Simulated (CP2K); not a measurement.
Runs of CP2K 2026.2 on InPd. All rows change the cell; the cell of one of them follows. The structure is tetragonal, space group P4/mmm (No. 123). Conventional cell: a = 3.272 Å, b = 3.272 Å, c = 3.337 Å, α = 90.00°, β = 90.00°, γ = 90.00°. In (site symmetry 4/mmm) has 8 Pd at 2.85 Å and 4 In at 3.27 Å as nearest neighbours. Pd (site symmetry 4/mmm) has 8 In at 2.85 Å and 4 Pd at 3.27 Å as nearest neighbours. The cell comes from a database or a generator and needn't be the stable form of this composition.

```csv
cell,gap on the mesh (eV),pressure (GPa)
strain_c = 0.02,none,(b)
strain_c = 0,none,5.1
strain_c = -0.02,none,8.1
strain_c = 0.04,none,(a)
strain_c = 0.06,none,-1.8
strain_c = -0.04,none,11.5
```

Alike in all rows: task band structure; level PBE; potentials or basis POTENTIAL_UZH In GTH-PBE-q13, Pd GTH-PBE-q18; TZVP-MOLOPT-PBE-GTH basis; no spin polarisation; k mesh 8 × 8 × 8; smearing fermi-dirac 0.05 eV.

Fill in the values left out.

(a) 0.1; (b) 2.5.

Caveats: spin-orbit coupling is left out, which moves the levels of the heavy elements; the basis of atomic orbitals isn't converged, which shifts pressures, moduli and gaps.

A k mesh can miss the band edges, and the runs leave out spin-orbit coupling on In, Pd.

A gap of «none» marks a metal or a gap under the smearing width.
